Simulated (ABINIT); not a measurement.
Set up this calculation in ABINIT 10.8.3 (patched build), as the native input.

```yaml
Task: single point
Functional: r2SCAN
Potentials_or_basis: JTH PAW PBE v2.0
Cutoff: 490 eV
k_mesh: 12 × 12 × 12
Occupations: fermi-dirac, width 0.05 eV
Spin: no spin polarisation
Fine-grid_cutoff: 979.61 eV
```

Bi:

```
CELL_PARAMETERS angstrom
-1.98143 1.98143 1.98143
1.98143 -1.98143 1.98143
1.98143 1.98143 -1.98143
ATOMIC_POSITIONS crystal
Bi 0.00000 0.00000 0.00000
```

This isn't the form of Bi at room conditions, which is rhombohedral.

One way to write it, as run:

run.abi

```
pp_dirpath "./"
pseudos "Bi.GGA_PBE-JTH.xml"

acell 3*1.0 Angstrom
rprim
    -1.9814305318     1.9814305318     1.9814305318
     1.9814305318    -1.9814305318     1.9814305318
     1.9814305318     1.9814305318    -1.9814305318
ntypat 1
znucl 83
natom 1
typat 1
xcart
     0.0000000000     0.0000000000     0.0000000000 Angstrom

ecut 18.0
pawecutdg 36.0

kptopt 1
ngkpt 12 12 12
nshiftk 1
shiftk 0.0 0.0 0.0

ixc -497498
usekden 1
pawxcdev 0

nband 12
occopt 3
tsmear 0.05 eV

nstep 100
tolvrs 1.0e-7

iomode 3
prtwf 0
prtden 0
prteig 0
prtebands 0
```

Potentials or basis: JTH PAW PBE v2.0.

The run is started by

```sh
$ abinit run.abi > log 2>&1
```

It gave:

- Band gap on the k mesh: none (metal or under the smearing width)
- Valence electrons inside the program's atomic spheres: Bi 12.13 (radii [1.2765] Å)

Caveat: spin-orbit coupling is left out, which moves the levels of the heavy elements.

Wall time 72 s on 1 thread of Arm Neoverse V1, on a shared host, peak memory 0.12 GiB.
